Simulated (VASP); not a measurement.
# Cu (Fm-3m) in VASP: settings compared

Aim: see how the results for Cu move with the level of theory and the settings. Levels: PBE, TPSS, LDA. Tasks: relaxation of cell and atoms, single point.

Everything below comes from runs of VASP 6.6.1. Logs are shortened: lines on timing, memory, paths and dates and some standing lists are left out, and cuts for length are marked.

## 1. The structure

Symmetry: Fm-3m, No. 225, cubic system. The conventional cell has a = 3.615 Å, b = 3.615 Å, c = 3.615 Å, α = 90.00°, β = 90.00°, γ = 90.00°. Cu (site symmetry m-3m) is surrounded by 12 Cu at 2.56 Å.

## 2. Relaxation of cell and atoms, PBE

Input file INCAR:

```
ALGO = Normal
EDIFF = 1E-7
EDIFFG = -0.01
ENCUT = 680
GGA = PE
IBRION = 2
ISIF = 3
ISMEAR = -1
LASPH = True
LCHARG = False
LREAL = False
LWAVE = False
NELM = 60
NSW = 60
PREC = Accurate
SIGMA = 0.05
```

Input file KPOINTS:

```
k-points
0
Gamma
  13 13 13
```

Input file POSCAR:

```
Cu
1.0
    0.0000000000      1.8075000000      1.8075000000
    1.8075000000      0.0000000000      1.8075000000
    1.8075000000      1.8075000000      0.0000000000
Cu
1
Direct
    0.0000000000      0.0000000000      0.0000000000
```

Potentials or basis: VASP PAW PBE potentials, release 64 (Cu_sv_GW).

Command:

```console
> cat potpaw_PBE.64/Cu_sv_GW/POTCAR > POTCAR
> mpirun -np 1 vasp_std > vasp.out
```

OUTCAR:

```text
EDIFF = 1E-7
   EDIFFG = -0.01
   ENCUT = 680
   GGA = PE
   IBRION = 2
   ISIF = 3
   ISMEAR = -1
   LASPH = True
   LREAL = False
   NELM = 60
   NSW = 60
   PREC = Accurate

 ion  position               nearest neighbor table
   1  0.000  0.000  0.000-

  LATTYP: Found a face centered cubic cell.
 ALAT       =     3.6150000000

  Lattice vectors:

 A1 = (   0.0000000000,   1.8075000000,   1.8075000000)
 A2 = (   1.8075000000,   0.0000000000,   1.8075000000)
 A3 = (   1.8075000000,   1.8075000000,   0.0000000000)

Analysis of symmetry for initial positions (statically):
=====================================================================
 Subroutine PRICEL returns:
 Original cell was already a primitive cell.

 Routine SETGRP: Setting up the symmetry group for a
 face centered cubic supercell.

 Subroutine GETGRP returns: Found 48 space group operations
 (whereof 48 operations were pure point group operations)
 out of a pool of 48 trial point group operations.

The static configuration has the point symmetry O_h .

Analysis of symmetry for dynamics (positions and initial velocities):
=====================================================================
 Subroutine PRICEL returns:
 Original cell was already a primitive cell.

 Routine SETGRP: Setting up the symmetry group for a
 face centered cubic supercell.

 Subroutine GETGRP returns: Found 48 space group operations
 (whereof 48 operations were pure point group operations)
 out of a pool of 48 trial point group operations.

The dynamic configuration has the point symmetry O_h .

 Subroutine INISYM returns: Found 48 space group operations
 (whereof 48 operations are pure point group operations),
 and found     1 'primitive' translations

----------------------------------------------------------------------------------------

                                     Primitive cell

  volume of cell :      11.8104

  direct lattice vectors                    reciprocal lattice vectors
     0.000000000  1.807500000  1.807500000    -0.276625173  0.276625173  0.276625173
     1.807500000  0.000000000  1.807500000     0.276625173 -0.276625173  0.276625173
     1.807500000  1.807500000  0.000000000     0.276625173  0.276625173 -0.276625173

  length of vectors
     2.556191014  2.556191014  2.556191014     0.479128854  0.479128854  0.479128854

  position of ions in fractional coordinates (direct lattice)
     0.000000000  0.000000000  0.000000000

  ion indices of the primitive-cell ions
   primitive index   ion index
                 1           1

----------------------------------------------------------------------------------------

 KPOINTS: k-points

Automatic generation of k-mesh.
 Grid dimensions read from file:
 generate k-points for:   13   13   13

 Generating k-lattice:

  Cartesian coordinates                     Fractional coordinates (reciprocal lattice)
    -0.021278859  0.021278859  0.021278859     0.076923077  0.000000000  0.000000000
     0.021278859 -0.021278859  0.021278859     0.000000000  0.076923077  0.000000000
     0.021278859  0.021278859 -0.021278859     0.000000000  0.000000000  0.076923077

  Length of vectors
     0.036856066  0.036856066  0.036856066

  Shift w.r.t. Gamma in fractional coordinates (k-lattice)
     0.000000000  0.000000000  0.000000000

 Subroutine IBZKPT returns following result:
 ===========================================

 Found     84 irreducible k-points:

 Following reciprocal coordinates:
            Coordinates               Weight
  0.000000  0.000000  0.000000      1.000000
  0.076923  0.000000  0.000000      8.000000
  0.153846  0.000000  0.000000      8.000000
  0.230769  0.000000  0.000000      8.000000
  0.307692  0.000000  0.000000      8.000000
  0.384615  0.000000  0.000000      8.000000
[... 16 lines left out ...]
  0.384615  0.153846  0.000000     24.000000
  0.461538  0.153846  0.000000     24.000000
 [... further k-points ...]
   k-points           NKPTS =     84   k-points in BZ     NKDIM =     84   number of bands    NBANDS=     13
   number of dos      NEDOS =    301   number of ions     NIONS =      1
   total plane-waves  NPLWV =  13824
   dimension x,y,z NGX =    24 NGY =   24 NGZ =   24
   dimension x,y,z NGXF=    48 NGYF=   48 NGZF=   48
   ions per type =               1
   NGX,Y,Z   is equivalent  to a cutoff of  15.61, 15.61, 15.61 a.u.
   NGXF,Y,Z  is equivalent  to a cutoff of  31.22, 31.22, 31.22 a.u.
 SYSTEM =  unknown system
   PREC   = accura    normal or accurate (medium, high low for compatibility)
   ISTART =      0    job   : 0-new  1-cont  2-samecut
   ICHARG =      2    charge: 1-file 2-atom 10-const
   ISPIN  =      1    spin polarized calculation?
   LNONCOLLINEAR =      F non collinear calculations
   LSORBIT =      F    spin-orbit coupling
   LASPH  =      T    aspherical Exc in radial PAW
   ENCUT  =  680.0 eV  49.98 Ry    7.07 a.u.   5.44  5.44  5.44*2*pi/ulx,y,z
   NELM   =     60;   NELMIN=  2; NELMDL= -5     # of ELM steps
   EDIFF  = 0.1E-06   stopping-criterion for ELM
   LREAL  =      F    real-space projection
   EDIFFG = -.1E-01   stopping-criterion for IOM
   NSW    =     60    number of steps for IOM
   IBRION =      2    ionic relax: 0-MD 1-quasi-New 2-CG
   NFREE  =      1    steps in history (QN), initial steepest desc. (CG)
   ISIF   =      3    stress and relaxation
   ISYM   =      2    0-nonsym 1-usesym 2-fastsym
   POTIM  = 0.5000    time-step for ionic-motion
   TEBEG  =    0.0;   TEEND  =   0.0 temperature during run
   PSTRESS=    0.0 pullay stress
   NELECT =      19.0000    total number of electrons
   NUPDOWN=      -1.0000    fix difference up-down
   EMIN   =  10.00;   EMAX   =-10.00  energy-range for DOS
   EFERMI =   0.00;   METHOD = LEGACY
   ISMEAR =    -1;   SIGMA  =   0.05  broadening in eV -4-tet -1-fermi 0-gaus
   EFERMI_NEDOS =   21; number of points for ismear=-14 and -15
   IALGO  =     38    algorithm
   IMIX   =      4    mixing-type and parameters
     AMIX     =   0.40;   BMIX     =  1.00
     AMIX_MAG =   1.60;   BMIX_MAG =  1.00
  volume/ion in A,a.u.               =      11.81        79.70
  Fermi-wavevector in a.u.,A,eV,Ry     =   1.918246  3.624960 50.064940  3.679669
  Thomas-Fermi vector in A             =   2.953290
   LORBIT       =      0    0 simple, 1 ext, 2 COOP (PROOUT), +10 PAW based schemes
   GGA     = PE    functional components
   LHFCALC =     F    Hartree Fock is set to
   AEXX    =    0.0000 exact exchange contribution
   IVDW    =     0    specifies the selected vdW correction
   LEPSILON=     F    determine dielectric tensor
   LRPA    =     F    only Hartree local field effects (RPA)
 conjugate gradient relaxation of ions
 non-spin polarized calculation
  energy-cutoff  :      680.00
  volume of cell :       11.81
 maximum number of plane-waves:       531
 NGX is ok and might be reduce to    24
   NGX = 11   NGY = 11   NGZ = 11

--------------------------------------- Ionic step        1  -------------------------------------------

 number of electron      19.0000008 magnetization

 Free energy of the ion-electron system (eV)
  ---------------------------------------------------
  ext. energy  EPLUGINS =         0.00000000
  ---------------------------------------------------
  free energy    TOTEN  =        -3.79358120 eV

  energy without entropy =       -3.79086836  energy(sigma->0) =       -3.79222478

------------------------ aborting loop because EDIFF is reached ----------------------------------------

  FORCE on cell =-STRESS in cart. coord.  units (eV):
  Direction    XX          YY          ZZ          XY          YZ          ZX
  --------------------------------------------------------------------------------------
  -------------------------------------------------------------------------------------
  Total       -0.2659680     -0.2659680     -0.2659680      0.0000000      0.0000000     -0.0000000
  in kB      -36.0807063    -36.0807063    -36.0807063      0.0000000      0.0000000     -0.0000000
  external PRESSURE =     -36.0807063 kB  Pullay stress =       0.0000000 kB
[... 55 lines left out ...]
  energy  without entropy=       -3.7921143326  energy(sigma->0) =       -3.79347263

--------------------------------------- Ionic step        3  -------------------------------------------

 number of electron      18.9999999 magnetization

 Free energy of the ion-electron system (eV)
  ---------------------------------------------------
  ext. energy  EPLUGINS =         0.00000000
  ---------------------------------------------------
  free energy    TOTEN  =        -3.79653060 eV

  energy without entropy =       -3.79381847  energy(sigma->0) =       -3.79517454

 E-fermi :   8.0462     XC(G=0): -13.5029

 val. band max:        7.8641209055   @ k =   0.4615   0.2308   0.0000
 cond. band min:       8.0584560617   @ k =   0.4615   0.3077   0.0000
 fundamental gap:      0.1943351561
 Fermi energy:         8.0462073264

 k-point     1 :       0.0000    0.0000    0.0000
  band No.  band energies     occupation
      1    -104.7701      2.00000
      2     -62.0902      2.00000
      3     -62.0901      2.00000
      4     -62.0901      2.00000
      5      -1.7192      2.00000
      6       4.7905      2.00000
      7       4.7905      2.00000
      8       4.7905      2.00000
      9       5.6529      2.00000
     10       5.6529      2.00000
     11      30.6385      0.00000
     12      33.4225      0.00000
     13      33.4225      0.00000
[... 353 lines left out ...]
 k-point    24 :       0.4615    0.1538    0.0000
  band No.  band energies     occupation
      1    -104.7510      2.00000
      2     -62.1886      2.00000
      3     -62.1171      2.00000
      4     -62.1106      2.00000
      5       2.9028      2.00000
      6       4.4037      2.00000
      7       4.7868      2.00000
      8       5.0789      2.00000
      9       6.2674      2.00000
     10       7.5340      1.99993
     11      14.0344      0.00000
     12      24.9211      0.00000
     13      26.2850      0.00000

 [... further k-points ...]

------------------------ aborting loop because EDIFF is reached ----------------------------------------

  FORCE on cell =-STRESS in cart. coord.  units (eV):
  Direction    XX          YY          ZZ          XY          YZ          ZX
  --------------------------------------------------------------------------------------
  -------------------------------------------------------------------------------------
  Total       -0.0038390     -0.0038390     -0.0038390     -0.0000000      0.0000000     -0.0000000
  in kB       -0.5324471     -0.5324471     -0.5324471     -0.0000000      0.0000000     -0.0000000
  external PRESSURE =      -0.5324471 kB  Pullay stress =       0.0000000 kB
[... 16 lines left out ...]
  FREE ENERGIE OF THE ION-ELECTRON SYSTEM (eV)
  ---------------------------------------------------
  free  energy   TOTEN  =        -3.7965306033 eV

  energy  without entropy=       -3.7938184708  energy(sigma->0) =       -3.79517454

 reached required accuracy - stopping structural energy minimisation
```

Run time: 42 s. Hardware: 1 thread of AMD EPYC 9R45 (Zen 5), shared host; peak memory 0.13 GiB.

Results:

- Free energy: -3.7965 eV
- Relaxed volume: 11.55 Å³/atom
- Relaxed cell: a = 2.537 Å, b = 2.537 Å, c = 2.537 Å, α = 60.00°, β = 60.00°, γ = 60.00°
- Space group after relaxing (to 0.05 Å): Fm-3m (No. 225)
- Energy gained by relaxing: 2.9 meV/atom
- Ionic steps: 3
- Pressure after relaxing: -0.1 GPa
- Band gap on the k mesh: none (metal or under the smearing width)

Step by step:
```
step  energy change (eV)  largest force (eV/Å)  pressure (GPa)  volume (Å³)
   1              0.0000                0.0000           -3.61        11.81
   2             -0.0012                0.0000            2.99        11.36
   3             -0.0029                0.0000           -0.05        11.55
```

Final structure:
```cif
data_structure
_symmetry_space_group_name_H-M 'P 1'
_symmetry_Int_Tables_number 1
_cell_length_a 2.5374
_cell_length_b 2.5374
_cell_length_c 2.5374
_cell_angle_alpha 60.000
_cell_angle_beta 60.000
_cell_angle_gamma 60.000
_cell_volume 11.55
loop_
_atom_site_label
_atom_site_type_symbol
_atom_site_fract_x
_atom_site_fract_y
_atom_site_fract_z
_atom_site_occupancy
Cu1 Cu 0.00000 0.00000 0.00000 1
```

Levels at points of the mesh, in eV from the Fermi level:
```
           k point  band 6  band 7  band 8  band 9  band 10  band 11  band 12  band 13
(0.00, 0.00, 0.00)   -3.26   -3.26   -3.26   -2.39    -2.39    22.59    25.38    25.38
```

## 3. Relaxation of cell and atoms, PBE

Input file INCAR:

```
SYSTEM = Cu
PREC     = Accurate       ! precision mode
ENCUT    = 630            ! plane-wave cutoff, eV
EDIFF    = 1E-7           ! SCF threshold, eV
ISMEAR   = -1             ! smearing method
SIGMA    = 0.05           ! smearing width, eV
LREAL    = .FALSE.        ! projectors in reciprocal space
LASPH    = .TRUE.         ! aspherical terms in the spheres
NELM     = 60             ! most SCF steps
ALGO     = Fast           ! electronic algorithm
ISIF     = 3              ! what is computed and relaxed
LWAVE    = .FALSE.        ! write WAVECAR
LCHARG   = .FALSE.        ! write CHGCAR
GGA      = PE             ! functional
IBRION   = 2              ! ionic algorithm
NSW      = 60             ! ionic steps
EDIFFG   = -0.01          ! ionic threshold
```

Input file KPOINTS:

```
Automatic mesh
0
G
  13 13 13
  0 0 0
```

POSCAR is that of step 2.

Potentials or basis: VASP PAW PBE potentials, release 64 (Cu_GW).

Command:

```console
> cat potpaw_PBE.64/Cu_GW/POTCAR > POTCAR
> mpirun -np 1 vasp_std > vasp.out
```

Wall time 51 s (1 thread of AMD EPYC 9R45 (Zen 5), shared host); peak memory 0.12 GiB.

It converged, with:

* Free energy: -3.7495 eV
* Relaxed volume: 11.85 Å³/atom
* Relaxed cell: a = 2.559 Å, b = 2.559 Å, c = 2.559 Å, α = 60.00°, β = 60.00°, γ = 60.00°
* Space group after relaxing (to 0.05 Å): Fm-3m (No. 225)
* Energy gained by relaxing: 0.1 meV/atom
* Ionic steps: 7
* Pressure after relaxing: -0.1 GPa
* Band gap on the k mesh: none (metal or under the smearing width)

Final structure:
```yaml
crystal:
  lattice:
    - [0.00000, 1.80972, 1.80972]
    - [1.80972, 0.00000, 1.80972]
    - [1.80972, 1.80972, 0.00000]
  atoms:
    - { symbol: Cu, position: [0.00000, 0.00000, 0.00000] }
```

Levels at points of the mesh, in eV from the Fermi level:
| k point | band 3 | band 4 | band 5 | band 6 | band 7 | band 8 | band 9 |
| --- | --- | --- | --- | --- | --- | --- | --- |
| (0.00, 0.00, 0.00) | -3.19 | -3.19 | -2.37 | -2.37 | 22.43 | 24.94 | 24.94 |

PBE usually gives volumes a little too large and moduli too small. Zero-point motion and thermal expansion aren't in these numbers.

## 4. Relaxation of cell and atoms, TPSS

Input file run.py:

```python
from ase.calculators.vasp import Vasp
from ase.filters import FrechetCellFilter
from ase.optimize import FIRE
from ase.spacegroup import crystal

atoms = crystal(
    ['Cu'],
    basis=[[0.0, 0.0, 0.0]],
    spacegroup=225,
    setting=1,
    cellpar=[3.615, 3.615, 3.615, 90.0, 90.0, 90.0],
    primitive_cell=True,
)
calc = Vasp(
    directory='calc',
    xc='tpss',
    pp='PBE',
    setups='recommended',
    prec='Accurate',
    encut=600,
    ediff=1e-07,
    ismear=-1,
    sigma=0.1,
    lreal=False,
    lasph=True,
    nelm=100,
    algo='Normal',
    isif=2,
    lwave=False,
    lcharg=False,
    lmixtau=True,
    kpts=[13, 13, 13],
    gamma=True,
)
atoms.calc = calc
opt = FIRE(FrechetCellFilter(atoms), trajectory='relax.traj')
converged = opt.run(fmax=0.01, steps=40)
print('converged:', converged)

print('energy (eV):', atoms.get_potential_energy())
print('free energy (eV):', atoms.get_potential_energy(force_consistent=True))
print('forces (eV/A):')
print(atoms.get_forces())
print('stress (eV/A^3, Voigt):', atoms.get_stress())
print('Fermi level (eV):', calc.get_fermi_level())
print('cell (A, degrees):', atoms.cell.cellpar())
print('volume (A^3):', atoms.get_volume())
print('scaled positions:')
print(atoms.get_scaled_positions())
```

Potentials or basis: VASP PAW PBE potentials, release 64 (Cu).

Command:

```console
> python run.py
```

It took 4.9 min on 1 thread of Intel Xeon 6975P-C (Granite Rapids), shared host; peak memory 0.12 GiB.

The run converged. Its results:

```yaml
Free_energy: -11.6481 eV
Relaxed_volume: 11.54 Å³/atom
Relaxed_cell: a = 2.537 Å, b = 2.537 Å, c = 2.537 Å, α = 60.00°, β = 60.00°, γ = 60.00°
Space_group_after_relaxing_to_0.05_Å: Fm-3m (No. 225)
Energy_gained_by_relaxing: 3.0 meV/atom
Ionic_steps: 9
Pressure_after_relaxing: -0.1 GPa
Band_gap_on_the_k_mesh: none (metal or under the smearing width)
```

Step by step:
| step | energy change (eV) | largest force (eV/Å) | pressure (GPa) | volume (Å³) |
| --- | --- | --- | --- | --- |
| 1 | 0.0000 | 0.0000 | -3.54 | 11.81 |
| 2 | -0.0017 | 0.0000 | -2.42 | 11.72 |
| 3 | -0.0030 | 0.0000 | -0.42 | 11.57 |
| 4 | -0.0022 | 0.0000 | 1.85 | 11.40 |
| 5 | -0.0023 | 0.0000 | 1.69 | 11.42 |
| 6 | -0.0026 | 0.0000 | 1.39 | 11.44 |
| 7 | -0.0028 | 0.0000 | 0.96 | 11.47 |
| 8 | -0.0030 | 0.0000 | 0.44 | 11.50 |
| 9 | -0.0030 | 0.0000 | -0.10 | 11.54 |

Final structure:
```cif
data_structure
_symmetry_space_group_name_H-M 'P 1'
_symmetry_Int_Tables_number 1
_cell_length_a 2.5367
_cell_length_b 2.5367
_cell_length_c 2.5367
_cell_angle_alpha 60.000
_cell_angle_beta 60.000
_cell_angle_gamma 60.000
_cell_volume 11.54
loop_
_atom_site_label
_atom_site_type_symbol
_atom_site_fract_x
_atom_site_fract_y
_atom_site_fract_z
_atom_site_occupancy
Cu1 Cu 0.00000 0.00000 0.00000 1
```

Levels at points of the mesh, in eV from the Fermi level:
```csv
k point,band 4,band 5,band 6,band 7,band 8,band 9
"(0.00, 0.00, 0.00)",-3.24,-2.40,-2.40,22.47,25.46,25.46
```

Caveat: the PAW data sets were made with another functional, which shifts forces and pressure a little.

(Continued in part 2 of 2.)
